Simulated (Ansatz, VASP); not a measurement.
## Two plane-wave programs on AlN

```xyz
4
Lattice="3.1110 0.0000 0.0000 -1.5555 2.6942 0.0000 0.0000 0.0000 4.9780" Properties=species:S:1:pos:R:3 pbc="T T T"
Al    0.0000    1.7961   -0.0779
Al    1.5555    0.8981    2.4111
N     0.0000    1.7961    2.0665
N     1.5555    0.8981    4.5555
```

Change from the starting cell: mode 7 (584.8 1/cm) frozen in, largest displacement +0.150 Å.

Alike in both runs: task single point; functional PBE; k mesh 12 × 12 × 6; occupations gaussian, width 0.05 eV; no spin polarisation.

```csv
,VASP,Ansatz
version,VASP 6.6.1,Ansatz 0.2.0
potentials or method,"VASP PAW PBE potentials, release 64 (Al, N)","scalar-relativistic, plane waves, PAW"
plane-wave cutoff (eV),520,420
valence electrons in the cell,16,16
```

```csv
,VASP,Ansatz,Ansatz less VASP
gap on the k mesh at the Fermi level (eV),3.43,3.42,-0.011
least direct gap on the mesh (eV),3.43,3.42,-0.011
pressure (GPa),7.2,7.4,+0.22
largest component of the traceless stress (GPa),14.69,14.74,+0.046
rms of the force components (eV/Å),0.798,0.797,-0.0011
```

Atom by atom the forces differ by 0.001 eV/Å (rms over components).

Caveats: forces of over 1 eV/Å show positions far from the minimum, so gaps and moduli don't describe the material at rest. A k mesh can miss the band edges.
